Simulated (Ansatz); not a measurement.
Sb:

```
Sb
1.0
    -1.87134    1.87134    1.87134
     1.87134   -1.87134    1.87134
     1.87134    1.87134   -1.87134
Sb
1
Direct
  0.00000 0.00000 0.00000
```

This isn't the form of Sb at room conditions, which is rhombohedral.

| Item | Value |
| --- | --- |
| Program | Ansatz 0.2.0 |
| Task | relaxation of cell and atoms |
| Functional | BLYP |
| Dispersion | D4 |
| Potentials or basis | Ansatz PAW |
| Cutoff | 420 eV (not typed: the program's choice for these potentials) |
| k mesh | 10 × 10 × 10 |
| Occupations | fermi-dirac, width 0.05 eV |
| Spin | no spin polarisation |

At the start: volume 26.21 Å³/atom.

Problem. Where does the relaxation end?

Solution. It ends after 5 steps and the volume is 27.41 Å³/atom (+4.6 %); space group Im-3m (No. 229, to 0.05 Å).

Step by step:
```tsv
step	energy change (eV)	largest force (eV/Å)	volume (Å³)
1	0.0000	0.0000	26.21
2	-0.0086	0.0000	27.82
3	-0.0098	0.0000	27.44
4	-0.0098	0.0000	27.41
5	-0.0100	0.0000	27.41
```

Final structure:
```
Sb
1.0
    -1.89934    1.89934    1.89934
     1.89934   -1.89934    1.89934
     1.89934    1.89934   -1.89934
Sb
1
Direct
  0.00000 0.00000 0.00000
```

Caveat: the plane-wave basis is chosen anew once the cell has moved, so the energies of steps on either side of that aren't comparable; pairwise dispersion overbinds metals, which lowers pressure and volume; the PAW data sets come from PBE, with cores solved anew for the run's functional, which leaves a small shift of forces and pressure.
